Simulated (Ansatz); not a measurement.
**Ti2O: convergence and cost**

Aim, for Ti2O: test the k-point mesh.

Computed with Ansatz 0.2.0 (DFT PBEsol, scalar-relativistic, plane waves, PAW, unless a step's input says otherwise).

1 further run of the same task is left out (set aside as unsound or not needed). Runs told in other sessions of the task aren't counted.

### 1 The structure to begin with

The structure is trigonal, space group P-3m1 (No. 164). Conventional cell: a = 2.919 Å, b = 2.919 Å, c = 4.713 Å, α = 90.00°, β = 90.00°, γ = 120.00°. Ti (site symmetry 3m) is surrounded by 3 O at 2.14 Å. O (site symmetry -3m) has 6 Ti at 2.14 Å in its first shell of neighbours.

Structure file:

```cif
data_structure
_symmetry_space_group_name_H-M 'P 1'
_symmetry_Int_Tables_number 1
_cell_length_a 2.9194
_cell_length_b 2.9194
_cell_length_c 4.7130
_cell_angle_alpha 90.000
_cell_angle_beta 90.000
_cell_angle_gamma 120.000
_cell_volume 34.79
loop_
_atom_site_label
_atom_site_type_symbol
_atom_site_fract_x
_atom_site_fract_y
_atom_site_fract_z
_atom_site_occupancy
Ti1 Ti 0.66667 0.33333 0.27874 1
Ti2 Ti 0.33333 0.66667 0.72126 1
O1 O 0.00000 0.00000 0.00000 1
```

The structure comes from the Crystallography Open Database; it is used as listed.

### 2 The base run, which the others are set against

Input file input.yaml:

```yaml
crystal:
  lattice:
    - [2.9193980238, 0.0, 0.0]
    - [-1.4596990119, 2.5282728524, 0.0]
    - [0.0, 0.0, 4.713]
  atoms:
    - { symbol: Ti, position: [0.6666666667, 0.3333333333, 0.27874] }
    - { symbol: Ti, position: [0.3333333333, 0.6666666667, 0.72126] }
    - { symbol: O, position: [0.0, 0.0, 0.0] }
basis:
  ecutwfc: 420
kpoints:
  mp_grid: { grid: [18, 18, 10] }
hamiltonian:
  xc: pbesol
scf:
  occupations: { method: gaussian, width: 0.1 }
output:
  forces: true
  stress: true
  eigenvalues: true
  populations: true
```

It was run beforehand and gave: -1837.2409 eV/atom at zero smearing, pressure 4.43 GPa, largest force 1.329 eV/Å, no gap on the mesh, in 6 SCF cycles and 25 s.

### 3 K-point mesh: 1×1×1

Input file input.yaml:

```yaml
crystal:
  lattice:
    - [2.9193980238, 0.0, 0.0]
    - [-1.4596990119, 2.5282728524, 0.0]
    - [0.0, 0.0, 4.713]
  atoms:
    - { symbol: Ti, position: [0.6666666667, 0.3333333333, 0.27874] }
    - { symbol: Ti, position: [0.3333333333, 0.6666666667, 0.72126] }
    - { symbol: O, position: [0.0, 0.0, 0.0] }
basis:
  ecutwfc: 420
kpoints:
  mp_grid: { grid: [1, 1, 1] }
hamiltonian:
  xc: pbesol
scf:
  occupations: { method: gaussian, width: 0.1 }
output:
  forces: true
  stress: true
  eigenvalues: true
```

The run is started by

```
> ansatz run input.yaml --threads 1 --pin off --max-ram 2560MiB --backend cpu --events-out ev --progress --plain --runs-dir out
```

### 4 K-point mesh set to 3×3×2

input.yaml, as its differences from that of step 3:

```diff
@@ -12,3 +12,3 @@
 kpoints:
-  mp_grid: { grid: [1, 1, 1] }
+  mp_grid: { grid: [3, 3, 2] }
 hamiltonian:
```

### 5 K-point mesh set to 6×6×2

input.yaml, as its differences from that of step 4:

```diff
@@ -12,3 +12,3 @@
 kpoints:
-  mp_grid: { grid: [3, 3, 2] }
+  mp_grid: { grid: [6, 6, 2] }
 hamiltonian:
```

### 6 K-point mesh set to 6×6×4

input.yaml, as its differences from that of step 5:

```diff
@@ -12,3 +12,3 @@
 kpoints:
-  mp_grid: { grid: [6, 6, 2] }
+  mp_grid: { grid: [6, 6, 4] }
 hamiltonian:
```

### 7 K-point mesh set to 12×12×6

input.yaml, as its differences from that of step 6:

```diff
@@ -12,3 +12,3 @@
 kpoints:
-  mp_grid: { grid: [6, 6, 4] }
+  mp_grid: { grid: [12, 12, 6] }
 hamiltonian:
```

### 8 K-point mesh set to 12×12×8

input.yaml, as its differences from that of step 7:

```diff
@@ -12,3 +12,3 @@
 kpoints:
-  mp_grid: { grid: [12, 12, 6] }
+  mp_grid: { grid: [12, 12, 8] }
 hamiltonian:
```

### 9 K-point mesh set to 18×18×8

input.yaml, as its differences from that of step 8:

```diff
@@ -12,3 +12,3 @@
 kpoints:
-  mp_grid: { grid: [12, 12, 8] }
+  mp_grid: { grid: [18, 18, 8] }
 hamiltonian:
```

### 10 K-point mesh: 24×24×12

input.yaml, as its differences from that of step 9:

```diff
@@ -12,3 +12,3 @@
 kpoints:
-  mp_grid: { grid: [18, 18, 8] }
+  mp_grid: { grid: [24, 24, 12] }
 hamiltonian:
```

### 11 K-point mesh set to 24×24×14

input.yaml, as its differences from that of step 10:

```diff
@@ -12,3 +12,3 @@
 kpoints:
-  mp_grid: { grid: [24, 24, 12] }
+  mp_grid: { grid: [24, 24, 14] }
 hamiltonian:
@@ -21 +21,5 @@
   eigenvalues: true
+  write_density: true
+  write_potential: true
+  elf: true
+  volumetric_format: npy
```

### 12 K-point mesh: 30×30×16

input.yaml, as its differences from that of step 11:

```diff
@@ -12,3 +12,3 @@
 kpoints:
-  mp_grid: { grid: [24, 24, 14] }
+  mp_grid: { grid: [30, 30, 16] }
 hamiltonian:
```

(Steps that only read results are left out.)

**Question.** What does this series show?

As calculated:

| quantity | value |
| --- | --- |
| k-point mesh: within 10 and 1 meV/atom of 30×30×16 from | 6×6×2 for 10; 12×12×6 for 1 |

In the sweep of the k-point mesh, 12×12×6 already comes within 1 meV/atom of the reference, and so do all later runs, at about 0.061 of the reference's time. That is measured against the best run here, which may itself be short of the limit. The error changes sign along the series, since a k mesh isn't variational, and a metal needs dense meshes to resolve its Fermi surface. Forces stay within 0.01 eV/Å of the reference from 12×12×8 on. The listed cell is far from this method's equilibrium (4.4 GPa, forces up to 1.33 eV/Å), so its values are not those of the relaxed crystal. The final runs have no spin polarisation, so a magnetic state may lie lower.
